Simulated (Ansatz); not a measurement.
**Thickness series of a HfN/AlN/TaN junction**

Wanted: T(E), the conductance and its decay constant for HfN/AlN/TaN. The lower electrode is HfN rock salt(001), the upper one TaN rock salt(001); the barrier is AlN zinc blende(001) (N and N faces). In the first transport cell, after relaxation, the nearest pair of electrode and barrier is Hf–N at 2.28 Å, at a slant, at the lower face and Ta–N at 2.17 Å, at a slant, at the upper one. All share a net of side 3.203 Å, which strains the lower electrode by +0.0 %, the upper one by +2.5 % and the barrier by +2.9 %, against typed lattice constants near PBE's. The first steps treat the bulk electrodes alone.

Method: PBE DFT, plane waves, PAW files, in the first sound run; inputs show where later runs differ, in Ansatz 0.2.0.

### Step 1. Set-up

Symmetry: Fm-3m, No. 225, cubic system. The conventional cell has a = 4.530 Å, b = 4.530 Å, c = 4.530 Å, α = 90.00°, β = 90.00°, γ = 90.00°. N has 6 Hf at 2.26 to 2.27 Å nearest. Hf has 6 N at 2.26 to 2.27 Å nearest. Farther neighbours and most contacts between anions are not listed.

Structure file:

```cif
data_structure
_symmetry_space_group_name_H-M 'Fm-3m'
_symmetry_Int_Tables_number 225
_cell_length_a 4.5299
_cell_length_b 4.5299
_cell_length_c 4.5299
_cell_angle_alpha 90.000
_cell_angle_beta 90.000
_cell_angle_gamma 90.000
_cell_volume 92.95
loop_
_atom_site_label
_atom_site_type_symbol
_atom_site_symmetry_multiplicity
_atom_site_Wyckoff_symbol
_atom_site_fract_x
_atom_site_fract_y
_atom_site_fract_z
_atom_site_occupancy
N1 N 4 a 0.00000 0.00000 0.00000 1
Hf1 Hf 4 b 0.00000 0.50000 0.00000 1
```

### Step 2. The strained electrode, electrode HfN rock salt(001)

The electrode is held to the junction's net and relaxed along the normal; its spacing is used for the ideal lead layers.

Input file input.yaml:

```yaml
crystal:
  lattice:
    - [3.203, 0.0, 0.0]
    - [0.0, 3.203, 0.0]
    - [0.0, 0.0, 4.5301917718]
  atoms:
    - { symbol: "N", position: [0.0, 0.0, 0.0] }
    - { symbol: Hf, position: [0.5, 0.5, 0.0] }
    - { symbol: "N", position: [0.5, 0.5, 0.5] }
    - { symbol: Hf, position: [0.0, 0.0, 0.5] }
kpoints:
  mp_grid: { grid: [10, 10, 7] }
scf:
  occupations: { method: fermi_dirac, width: 0.1 }
  max_iter: 150
hamiltonian:
  xc: pbe
relax:
  f_tol: 0.01
  max_steps: 40
  cell: { fix: [a, b, angles] }
```

Started as:

```sh
$ ansatz run input.yaml --threads 8 --pin off --max-ram 24576MiB --backend cpu --events-out ev --progress --plain --runs-dir out
```

Numbers of over 12 decimals in the logs are rounded to 6 here.

Output:

```text
Engine: ansatz 0.2.0, aarch64-unknown-linux-gnu
Pseudopotentials: kind: paw
Pseudopotential: N, paw, valence charge 5, recommended cutoff 420 eV (normal), N.paw.azcp
Pseudopotential: Hf, paw, valence charge 26, recommended cutoff 420 eV (normal), Hf.paw.azcp
Functional definition: PBE
  parameter kappa = 0.804
  parameter beta = 0.066725
  exchange = pbe_x(kappa = kappa, mu = beta*pi^2/3)
  correlation = pbe_c(beta = beta)
Crystal: 4 atoms, lattice volume = 46.476 Å³
Basis set: ecut = 420 eV, 919 PW (Γ), exchange–correlation on 48×48×64 points (8 copies of the dense FFT grid, shifted against one another)
Bands: 38, of which v1, the nominal top of the filled ones, is band 31 counted from 1 (30 counted from 0)
Symmetry: 32 space group operations
Space group: I4/mmm (ITA 139), of the structure as read, at distance tolerance 3.6e-5 Å
k-points: 84 of 700
Non-local potential: N, projectors of the file, l = 0: 2, l = 1: 2, l = 2: 1
Non-local potential: Hf, projectors of the file, l = 0: 3, l = 1: 2, l = 2: 2, l = 3: 3
PAW form: soft (Blöchl's): semilocal exchange-correlation on the pseudo side does not see the compensation charge
PAW one-centre angular grid: N, 110 points (default); XC on 64 Gauss nodes
PAW one-centre angular grid: Hf, 590 points (default); XC on 64 Gauss nodes
Initial density: superposition of atomic densities (neutral atoms: chi_scale 0, normalization atom), corrected by the library's trained network
Initial wavefunctions: pseudopotential atomic-orbital guess
Functional: x = pbe(κ = 0.804, μ = 0.219515), c = pbe(β = 0.066725)
SCF iter   1: F=—  HF=-32217.394818 eV  |F-HF|=—  |Δ(HF+E_count)|=         —  Δρ=5.41e-3  dr2=1.66e-2  ethr=1.77e-3  ⟨swp⟩=4.7  Hψ=9952  notcnv=0  defer=4
preconditioner: auto → Kerker (q_TF=auto, 2.863 Å⁻¹)  [metal: Δε(μ)=0.028 eV  Ē_g=18.276 eV  σ=0.100 eV  W_gap=0.07  n_scr=20 (ndim 8)  ℏωp=41.5 eV  f_vac=0.000  D(μ)=1.32/eV (n_scr^D=6)]
SCF iter   2: F=—  HF=-32217.390891 eV  |F-HF|=—  |Δ(HF+E_count)|=   3.93e-3  Δρ=1.33e-3  dr2=8.11e-4  ethr=2.67e-5  ⟨swp⟩=2.0  Hψ=5162  notcnv=0  defer=11
SCF iter   3: F=—  HF=-32217.390631 eV  |F-HF|=—  |Δ(HF+E_count)|=   2.59e-4  Δρ=7.30e-4  dr2=1.58e-4  ethr=1.31e-6  ⟨swp⟩=2.8  Hψ=5408  notcnv=0  defer=11
SCF iter   4: F=—  HF=-32217.390616 eV  |F-HF|=—  |Δ(HF+E_count)|=   1.51e-5  Δρ=2.92e-4  dr2=1.84e-5  ethr=2.55e-7  ⟨swp⟩=2.0  Hψ=5762  notcnv=0  defer=11
SCF iter   5: F=—  HF=-32217.390502 eV  |F-HF|=—  |Δ(HF+E_count)|=   1.15e-4  Δρ=6.65e-5  dr2=8.51e-7  ethr=2.97e-8  ⟨swp⟩=2.8  Hψ=6018  notcnv=0  defer=11
SCF iter   6: F=—  HF=-32217.390501 eV  |F-HF|=—  |Δ(HF+E_count)|=   3.48e-7  Δρ=1.34e-5  dr2=5.64e-8  ethr=1.61e-10  ⟨swp⟩=5.5  Hψ=13794  notcnv=0
SCF iter   7: F=-32217.390501 eV  HF=-32217.390501 eV  |F-HF|=5.03e-9  |Δ(HF+E_count)|=   1.21e-8  Δρ=3.29e-6  dr2=3.80e-9  ethr=9.09e-11  ⟨swp⟩=4.4  Hψ=11610  notcnv=0
SCF 1 converged in 7 iterations: F = -32217.390501 eV  dr2 = 3.80e-9
  greatest PAW one-centre occupation: 0.998 electrons in one spin orbital (limit 2), on the Hf atom at site 3 (counted from 0), in its partial waves of l = 0
relax step   1: F+E_penalty+E_count = -32217.39050119 eV  Δ(F+E_penalty+E_count) = +0.000e0 eV  max|allowed force component| = 2.248e-29 eV/Å  Δτ_max = 0.0000 Å  P = +3.262 GPa  Ω = 46.476 Å³  fix = [a, b, alpha, beta, gamma]  reactions: a +3.329, b +3.329 GPa  (7 SCF iters, dr2 threshold 1.00e-7 eV, accepted)
Crystal: 4 atoms, lattice volume = 46.757 Å³
Initial density: handed on by an earlier stage of this run
Initial wavefunctions: those handed on with the density
iter 1 solved again at ethr=1.26e-6 eV; its pass at ethr=3.10e-3 eV (dr2=7.82e-4 eV) is discarded
SCF iter   1: F=—  HF=-32217.392333 eV  |F-HF|=—  |Δ(HF+E_count)|=         —  Δρ=1.52e-3  dr2=8.32e-4  ethr=1.26e-6  ⟨swp⟩=2.1  Hψ=14388  notcnv=0
preconditioner: auto → Kerker (q_TF=auto, 2.860 Å⁻¹)  [metal: Δε(μ)=0.007 eV  Ē_g=18.277 eV  σ=0.100 eV  W_gap=0.02  n_scr=20 (ndim 8)  ℏωp=41.4 eV  f_vac=0.000  D(μ)=1.33/eV (n_scr^D=6)]
SCF iter   2: F=—  HF=-32217.392124 eV  |F-HF|=—  |Δ(HF+E_count)|=   2.09e-4  Δρ=7.80e-4  dr2=2.25e-4  ethr=1.26e-6  ⟨swp⟩=2.0  Hψ=4381  notcnv=0
SCF iter   3: F=—  HF=-32217.391955 eV  |F-HF|=—  |Δ(HF+E_count)|=   1.69e-4  Δρ=2.50e-4  dr2=3.10e-5  ethr=3.62e-7  ⟨swp⟩=2.5  Hψ=5510  notcnv=0
SCF iter   4: F=—  HF=-32217.391944 eV  |F-HF|=—  |Δ(HF+E_count)|=   1.07e-5  Δρ=1.09e-4  dr2=3.82e-6  ethr=4.99e-8  ⟨swp⟩=2.0  Hψ=5810  notcnv=0
SCF iter   5: F=—  HF=-32217.391940 eV  |F-HF|=—  |Δ(HF+E_count)|=   3.81e-6  Δρ=5.91e-5  dr2=6.19e-7  ethr=6.16e-9  ⟨swp⟩=2.0  Hψ=5805  notcnv=0
SCF iter   6: F=-32217.391941 eV  HF=-32217.391941 eV  |F-HF|=7.36e-9  |Δ(HF+E_count)|=   9.78e-8  Δρ=8.49e-6  dr2=2.04e-8  ethr=6.45e-10  ⟨swp⟩=4.5  Hψ=11709  notcnv=0
SCF 2 converged in 6 iterations: F = -32217.391941 eV  dr2 = 2.04e-8
relax step   2: F+E_penalty+E_count = -32217.39194057 eV  Δ(F+E_penalty+E_count) = -1.439e-3 eV  max|allowed force component| = 1.037e-28 eV/Å  Δτ_max = 0.0000 Å  P = +1.615 GPa  Ω = 46.757 Å³  energy of the carried Pulay correction = -8.562e-4 eV  fix = [a, b, alpha, beta, gamma]  reactions: a +2.654, b +2.654 GPa  (6 SCF iters, dr2 threshold 4.00e-7 eV, accepted)
Crystal: 4 atoms, lattice volume = 46.721 Å³
iter 1 solved again at ethr=1.94e-8 eV; its pass at ethr=3.10e-3 eV (dr2=1.20e-5 eV) is discarded
SCF iter   1: F=—  HF=-32217.392196 eV  |F-HF|=—  |Δ(HF+E_count)|=         —  Δρ=1.94e-4  dr2=1.31e-5  ethr=1.94e-8  ⟨swp⟩=2.2  Hψ=13885  notcnv=0
preconditioner: auto → Kerker (q_TF=auto, 2.860 Å⁻¹)  [metal: Δε(μ)=0.005 eV  Ē_g=18.276 eV  σ=0.100 eV  W_gap=0.01  n_scr=20 (ndim 8)  ℏωp=41.4 eV  f_vac=0.000  D(μ)=1.33/eV (n_scr^D=6)]
SCF iter   2: F=—  HF=-32217.392106 eV  |F-HF|=—  |Δ(HF+E_count)|=   9.01e-5  Δρ=9.84e-5  dr2=3.49e-6  ethr=1.94e-8  ⟨swp⟩=2.0  Hψ=4941  notcnv=0
SCF iter   3: F=—  HF=-32217.392105 eV  |F-HF|=—  |Δ(HF+E_count)|=   1.18e-6  Δρ=3.30e-5  dr2=5.22e-7  ethr=5.63e-9  ⟨swp⟩=2.9  Hψ=5893  notcnv=0
SCF iter   4: F=-32217.392105 eV  HF=-32217.392105 eV  |F-HF|=1.46e-7  |Δ(HF+E_count)|=   1.95e-7  Δρ=1.33e-5  dr2=5.61e-8  ethr=6.45e-10  ⟨swp⟩=4.8  Hψ=12278  notcnv=0
SCF 3 converged in 4 iterations: F = -32217.392105 eV  dr2 = 5.61e-8
relax step   3: F+E_penalty+E_count = -32217.39210460 eV  Δ(F+E_penalty+E_count) = -1.640e-4 eV  max|allowed force component| = 6.469e-29 eV/Å  Δτ_max = 0.0000 Å  P = +1.822 GPa  Ω = 46.721 Å³  energy of the carried Pulay correction = -7.463e-4 eV  fix = [a, b, alpha, beta, gamma]  reactions: a +2.741, b +2.741 GPa  (4 SCF iters, dr2 threshold 4.00e-7 eV, accepted)
Initial wavefunctions: pseudopotential atomic-orbital guess (no wavefunctions were taken with the density)
iter 1 solved again at ethr=6.11e-9 eV; its pass at ethr=3.10e-3 eV (dr2=3.79e-6 eV) is discarded
SCF iter   1: F=—  HF=-32217.392987 eV  |F-HF|=—  |Δ(HF+E_count)|=         —  Δρ=4.12e-5  dr2=1.61e-7  ethr=6.11e-9  ⟨swp⟩=4.1  Hψ=21033  notcnv=0
preconditioner: auto → Kerker (q_TF=auto, 2.860 Å⁻¹)  [metal: Δε(μ)=0.005 eV  Ē_g=18.277 eV  σ=0.100 eV  W_gap=0.01  n_scr=20 (ndim 8)  ℏωp=41.4 eV  f_vac=0.000  D(μ)=1.33/eV (n_scr^D=6)]
SCF iter   2: F=—  HF=-32217.392899 eV  |F-HF|=—  |Δ(HF+E_count)|=   8.79e-5  Δρ=2.05e-5  dr2=4.63e-8  ethr=2.59e-10  ⟨swp⟩=2.2  Hψ=5903  notcnv=0
SCF iter   3: F=—  HF=-32217.392899 eV  |F-HF|=—  |Δ(HF+E_count)|=   5.03e-8  Δρ=8.20e-6  dr2=9.79e-9  ethr=7.47e-11  ⟨swp⟩=2.1  Hψ=3774  notcnv=0
SCF iter   4: F=—  HF=-32217.392899 eV  |F-HF|=—  |Δ(HF+E_count)|=   7.81e-9  Δρ=1.46e-6  dr2=8.33e-10  ethr=1.58e-11  ⟨swp⟩=2.0  Hψ=5824  notcnv=0
SCF iter   5: F=—  HF=-32217.392899 eV  |F-HF|=—  |Δ(HF+E_count)|=  7.28e-11  Δρ=5.46e-7  dr2=1.33e-10  ethr=1.34e-12  ⟨swp⟩=2.3  Hψ=5691  notcnv=0
SCF iter   6: F=-32217.392899 eV  HF=-32217.392899 eV  |F-HF|=7.28e-12  |Δ(HF+E_count)|=  1.38e-10  Δρ=1.98e-7  dr2=1.70e-11  ethr=1.00e-12  ⟨swp⟩=5.4  Hψ=13743  notcnv=0
SCF 4 converged in 6 iterations: F = -32217.392899 eV  dr2 = 1.70e-11
relax step   4: F+E_penalty+E_count = -32217.39289947 eV  Δ(F+E_penalty+E_count) = -7.949e-4 eV  max|allowed force component| = 6.981e-29 eV/Å  Δτ_max = 0.0000 Å  P = +1.841 GPa  Ω = 46.721 Å³  fix = [a, b, alpha, beta, gamma]  reactions: a +2.754, b +2.754 GPa  stress off target by 1.34e-2 GPa on what of the cell is left free  SCF on the basis re-selected at this cell (its energy is not comparable with the rows above)  (6 SCF iters)
basis re-selected at this cell: Δ(F+E_penalty+E_count) = -7.949e-4 eV, ΔP = +0.019 GPa vs the last step (what re-selecting the basis moved, of the pressure what is left beyond the Pulay correction that the steps carried, after the strain that the cell walked since its last selection, with what the two solves' SCF thresholds leave and, on support functions, any second-order correction that the steps lacked; it is no m [...]
SCF converged after 6 iterations
Free energy (F): -32217.392899 eV
Harris-Foulkes:  -32217.392899 eV  (|F-HF|=7.28e-12)
Internal energy: -32217.350097 eV  (E = F + TS)
E sigma→0 (E₀):  -32217.371498 eV
Entropy (-TS):   -0.042802 eV (-10.701 meV/atom)
Fermi energy:    23.631477 eV
--- Per-component energies (eV) ---
  E_band       = 343.808181
  E_kinetic    = 1112.592960
  E_local      = -9513.751124  (includes V_loc(G=0)·N_el)
  E_nonlocal   = -2397.094873
  E_hartree    = 4510.905984
  E_xc         = -723.047549
  E_vxc        = -689.381054  (∫ρ·V_xc dr)
  E_paw        = -14109.131318  (= ΣΔE_a)
  E_vpaw       = 2809.630230  (= ΣTr[D̂ρ^β])
  E_aug_tail   = 0.000193  (compensation charges beyond the density's cutoff)
  E_ewald      = -11097.824370
  E_smearing   = -0.042802  (= −TS)
  E_closure    = -0.000000  (closes the sum)
  Σ components = -32217.392899   (vs F -32217.392899, Δ=0.00e0)
--- Forces (eV/Å), atoms counted from 1 ---
  atom   1  N      0.00000000     0.00000000     0.00000000
  atom   2  Hf     0.00000000    -0.00000000     0.00000000
  atom   3  N      0.00000000    -0.00000000     0.00000000
  atom   4  Hf     0.00000000     0.00000000    -0.00000000
  max |Σ_I F_I| component: 3.31e-29 eV/Å
--- Stress (GPa, compression-positive) ---
        2.754301       0.000000       0.000000
        0.000000       2.754301       0.000000
        0.000000       0.000000       0.013386
  P = ⅓ Tr σ = 1.8407 GPa (18.407 kbar)
--- Relaxed structure (3 steps of the walk, 3 accepted, 1 SCFs on fresh bases) ---
  F+E_penalty+E_count = -32217.39289947 eV   max|allowed force component| = 6.981e-29 eV/Å   (the final SCF, on the basis selected at the relaxed cell)
  cell:  # Å, volume = 46.7210 Å³
    - [3.203, 0, 0.0]
    - [0, 3.203, 0.0]
    - [0.0, 0.0, 4.554052]
  atoms:
    - { symbol: N, position: [0, 0, 0.0] }
    - { symbol: Hf, position: [0.500000, 0.500000, 0.0] }
    - { symbol: N, position: [0.500000, 0.500000, 0.5] }
    - { symbol: Hf, position: [0, 0, 0.5] }
```

It took 3.7 s on 8 threads of Arm Neoverse V2, shared host; peak memory 0.48 GiB; 26 s of CPU time.

Relaxation path:

| step | energy less that of the first step (eV) | largest force component (eV/Å) | pressure (GPa) | volume (Å³) |
| --- | --- | --- | --- | --- |
| 1 | 0.0000 | 0.0000 | 3.26 | 46.48 |
| 2 | -0.0014 | 0.0000 | 1.62 | 46.76 |
| 3 | -0.0016 | 0.0000 | 1.82 | 46.72 |
| 4* | -0.0024 | 0.0000 | 1.84 | 46.72 |

Relaxation steps marked * repeat the geometry before them on a plane-wave basis chosen anew for their cell, so energy and pressure can jump there.

Forces are held to the 32 operations that the run works with; a distortion that breaks them can't arise in this run.

| cell as run | before | after | change |
| --- | --- | --- | --- |
| a (Å) | 3.203 | 3.203 | +0.0 % |
| b (Å) | 3.203 | 3.203 | +0.0 % |
| c (Å) | 4.530 | 4.554 | +0.5 % |
| volume (Å³/atom) | 11.62 | 11.68 | +0.5 % |

The relaxed structure:

```xyz
4
Lattice="3.2030 0.0000 0.0000 0.0000 3.2030 0.0000 0.0000 0.0000 4.5541" Properties=species:S:1:pos:R:3 pbc="T T T"
N     0.0000    0.0000    0.0000
Hf    1.6015    1.6015    0.0000
N     1.6015    1.6015    2.2770
Hf    0.0000    0.0000    2.2770
```

Numbers from this step:

| Quantity | Value |
| --- | --- |
| free energy | -32217.3929 eV |
| Fermi energy | 23.63 eV |
| pressure | 1.841 GPa |

(Part 1 of 9 ends here.)

[Logs are printed without paths, hosts, clocks, repeated set-up lines and the standing remarks that a program may print on its own settings, such as how far it seeks lower states.]

[Hosts, paths, dates, database ids (printed as entryN), source tags and the programs' standing remarks are cut or masked in the printed files.]
